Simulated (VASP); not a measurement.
A calculation with VASP 6.6.1 of Ge (native input, structure from a POSCAR):

INCAR

```
SYSTEM = Ge
PREC     = Accurate       ! precision mode
ENCUT    = 520            ! plane-wave cutoff, eV
EDIFF    = 1E-6           ! SCF threshold, eV
ISMEAR   = 0              ! smearing method
SIGMA    = 0.02           ! smearing width, eV
LREAL    = .False.        ! projectors in reciprocal space
LASPH    = .True.         ! aspherical terms in the spheres
NELM     = 80             ! most SCF steps
ALGO     = Normal         ! electronic algorithm
ISIF     = 2              ! what is computed and relaxed
LWAVE    = .False.        ! write WAVECAR
LCHARG   = .False.        ! write CHGCAR
GGA      = PE             ! functional
NBANDS   = 21             ! bands
```

KPOINTS

```
Automatic mesh
0
Gamma
  8 8 8
  0 0 0
```

The input POSCAR:

```
Ge
1.0
    0.0000000000      2.8289100000      2.8289100000
    2.8289100000      0.0000000000      2.8289100000
    2.8289100000      2.8289100000      0.0000000000
Ge
2
Cartesian
    4.2433650000      4.2433650000      4.2433650000
    2.8289100000      2.8289100000      2.8289100000
```

Potentials or basis: VASP PAW PBE potentials, release 64 (Ge_d).

The run is started by

```console
$ cat potpaw_PBE.64/Ge_d/POTCAR > POTCAR
$ mpirun -np 1 vasp_std > vasp.out
```

**Question.** Write the same calculation in another form: ASE script, structure typed inline.

**Answer.** As run:

run.py

```python
from ase import Atoms
from ase.calculators.vasp import Vasp
from ase.dft.bandgap import bandgap

atoms = Atoms(
    ['Ge', 'Ge'],
    cell=[[0.0, 2.82891, 2.82891], [2.82891, 0.0, 2.82891], [2.82891, 2.82891, 0.0]],
    scaled_positions=[[0.75, 0.75, 0.75], [0.5, 0.5, 0.5]],
    pbc=True,
)
calc = Vasp(
    directory='calc',
    xc='pbe',
    pp='PBE',
    setups='recommended',
    prec='Accurate',
    encut=520,
    ediff=1e-07,
    ismear=0,
    sigma=0.02,
    lreal=False,
    lasph=True,
    nelm=60,
    algo='Normal',
    isif=2,
    lwave=False,
    lcharg=False,
    kpts=[8, 8, 8],
    gamma=True,
    nbands=21,
)
atoms.calc = calc

print('energy (eV):', atoms.get_potential_energy())
print('free energy (eV):', atoms.get_potential_energy(force_consistent=True))
print('forces (eV/A):')
print(atoms.get_forces())
print('stress (eV/A^3, Voigt):', atoms.get_stress())
print('Fermi level (eV):', calc.get_fermi_level())
gap, top, bottom = bandgap(calc)
print('band gap (eV):', gap, 'from (spin, k, band)', top, 'to', bottom)
```

Potentials or basis: VASP PAW PBE potentials, release 64 (Ge_d).

Run with:

```bash
$ python run.py
```

Both were run:

|  | native input, structure from a POSCAR | ASE script, structure typed inline |
| --- | --- | --- |
| Pressure | 3.5 GPa | 3.5 GPa |
| Band gap on the k mesh | 0.03 eV, direct | 0.03 eV, direct |

Keys that steer only the numerical path or the files written may differ.
